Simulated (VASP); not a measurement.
Input of a VASP 6.6.1 run:

INCAR

```
SYSTEM = Te2Mo
PREC = Accurate
ENCUT = 520
EDIFF = 1E-6
ISMEAR = 0
SIGMA = 0.03
LREAL = .False.
LASPH = .True.
NELM = 80
ALGO = Normal
ISIF = 2
LWAVE = .False.
LCHARG = .False.
LDIPOL = .True.
IDIPOL = 3
DIPOL = 0.5 0.5 0.500
GGA = PE
IVDW = 12
IBRION = 2
NSW = 80
EDIFFG = -0.02
KPAR = 4
```

File KPOINTS:

```
Automatic mesh
0
Gamma
  9 9 1
  0 0 0
```

POSCAR

```
Te2Mo
1.0
    3.4956861000      0.0000000000      0.0000000000
   -1.7478429500      3.0273529100      0.0000000000
    0.0000000000      0.0000000000     32.3310244000
Te Mo
6 3
Direct
    0.6666670000      0.3333340000      0.2319753300
    0.6666670000      0.3333340000      0.3444423600
    0.3333330000      0.6666660000      0.4437664800
    0.3333330000      0.6666660000      0.5562335200
    0.6666670000      0.3333340000      0.6555576400
    0.6666670000      0.3333340000      0.7680246700
    0.3333330000      0.6666660000      0.2882088500
    0.6666670000      0.3333340000      0.5000000000
    0.3333330000      0.6666660000      0.7117911500
```

Potentials or basis: VASP PAW PBE potentials, release 64 (Te, Mo_sv).

Launch:

```sh
$ cat potpaw_PBE.64/Te/POTCAR potpaw_PBE.64/Mo_sv/POTCAR > POTCAR
$ mpirun -np 4 vasp_std > vasp.out
```

**Question.** Estimate the dispersion energy per atom.

**Answer.** -0.502 eV.

**Question.** Estimate the energy gained by relaxing.

**Answer.** 0.0 meV/atom.

**Question.** What does it give for the band gap on the k mesh?

**Answer.** 0.80 eV, indirect (least direct gap 1.12 eV).

Final structure:
```cif
data_structure
_symmetry_space_group_name_H-M 'P 1'
_symmetry_Int_Tables_number 1
_cell_length_a 3.4957
_cell_length_b 3.4957
_cell_length_c 32.3310
_cell_angle_alpha 90.000
_cell_angle_beta 90.000
_cell_angle_gamma 120.000
_cell_volume 342.15
loop_
_atom_site_label
_atom_site_type_symbol
_atom_site_fract_x
_atom_site_fract_y
_atom_site_fract_z
_atom_site_occupancy
Te1 Te 0.66667 0.33333 0.23195 1
Te2 Te 0.66667 0.33333 0.34449 1
Te3 Te 0.33333 0.66667 0.44376 1
Te4 Te 0.33333 0.66667 0.55624 1
Te5 Te 0.66667 0.33333 0.65551 1
Te6 Te 0.66667 0.33333 0.76805 1
Mo1 Mo 0.33333 0.66667 0.28817 1
Mo2 Mo 0.66667 0.33333 0.50000 1
Mo3 Mo 0.33333 0.66667 0.71183 1
```

Caveat: spin-orbit coupling is left out, which moves the levels of the heavy elements. A hybrid or GW would open this gap; PBE tends to underestimate it.
